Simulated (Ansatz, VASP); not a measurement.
# One calculation of GaAs, two programs

```xyz
2
Lattice="0.0000 2.8331 2.9181 2.8331 0.0000 2.9181 2.8331 2.8331 0.0000" Properties=species:S:1:pos:R:3 pbc="T T T"
Ga    0.0000    0.0000    0.0000
As    1.4165    1.4165    1.4590
```

Change from the starting cell: uniaxial_z strain +3.0%.

Alike in both runs: task single point; functional PBE; k mesh 8 × 8 × 8; occupations fermi-dirac, width 0.02 eV; no spin polarisation.

|  | VASP | Ansatz |
| --- | --- | --- |
| version | VASP 6.6.1 | Ansatz 0.2.0 |
| potentials or method | VASP PAW PBE potentials, release 64 (Ga_d, As) | plane waves, PAW |
| plane-wave cutoff (eV) | 520 | 420 |
| valence electrons in the cell | 18 | 28 |

|  | VASP | Ansatz | Ansatz less VASP |
| --- | --- | --- | --- |
| pressure (GPa) | 0.9 | 0.7 | -0.18 |
| largest component of the traceless stress (GPa) | 1.21 | 1.22 | +0.004 |

The two sets of potentials don't hold the same shells in valence.
